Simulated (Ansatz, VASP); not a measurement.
**CdS in VASP and in Ansatz**

```xyz
2
Lattice="4.2894 0.0000 0.0000 -2.1447 3.7147 0.0000 0.0000 0.0000 5.8426" Properties=species:S:1:pos:R:3 pbc="T T T"
Cd    0.0000    0.0000    2.5865
S     2.1447    1.2382    2.5375
```

Change from the starting cell: volume scaled by 1.02.

Alike in both runs: task single point; functional PBE; k mesh 7 × 7 × 5; occupations fermi-dirac, width 0.05 eV; no spin polarisation.

```csv
,VASP,Ansatz
version,VASP 6.6.1,Ansatz 0.2.0
potentials or method,"VASP PAW PBE potentials, release 64 (Cd, S)",Ansatz PAW
plane-wave cutoff (eV),520,420
valence electrons in the cell,18,26
```

|  | VASP | Ansatz | Ansatz less VASP |
| --- | --- | --- | --- |
| gap on the k mesh at the Fermi level (eV) | 1.43 | 1.43 | -0.001 |
| least direct gap on the mesh (eV) | 1.44 | 1.44 | -0.001 |
| pressure (GPa) | -0.6 | -0.8 | -0.16 |
| largest component of the traceless stress (GPa) | 0.58 | 0.76 | +0.181 |
| rms of the force components (eV/Å) | 0.004 | 0.006 | +0.0016 |

Atom by atom the forces differ by 0.002 eV/Å (rms over components). With one functional, cell and mesh, what is left measures potentials, basis and numerics. The two sets of potentials don't hold the same shells in valence.

Caveats: an odd mesh through Γ misses points on the zone boundary, where band edges often lie (VASP); odd divisions of the mesh miss points on the zone boundary, where band edges often lie, so the gap on the mesh can be too wide (Ansatz).
